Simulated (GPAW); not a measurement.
BAs:

```
As B
1.0
     0.00000    2.38850    2.38850
     2.38850    0.00000    2.38850
     2.38850    2.38850    0.00000
As B
1 1
Direct
  0.75000 0.75000 0.75000
  0.00000 0.00000 0.00000
```

Base run:

```yaml
Program: GPAW 26.7.0
Functional: r2SCAN
Potentials_or_basis: GPAW PAW data sets (gpaw-data 1.2.1)
Cutoff: 800 eV
Basis: pw
k_mesh: 8 × 8 × 8
Occupations: fermi-dirac, width 0.05 eV
Spin: spin-orbit coupling, no magnetisation
```

Its results: band gap on the k mesh 1.31 eV, indirect (least direct gap 3.25 eV).

After a change of settings the same cell gave: band gap on the k mesh 1.23 eV, indirect (least direct gap 3.11 eV). Which change was it?
A. functional from r2SCAN to TASK; spin axis phi (degrees) from 0 to 45
B. functional from r2SCAN to revTPSS; spin axis phi (degrees) from 0 to 45
C. functional from r2SCAN to optPBE-vdW; spin axis theta (degrees) from 90 to 0

C.

Caveats: spin-orbit coupling was added after a scalar SCF, so levels and gaps hold it while energy, forces, pressure and moments don't; this program's spin-orbit splittings come out too wide for heavy elements.

Not every run made on this cell is shown here.
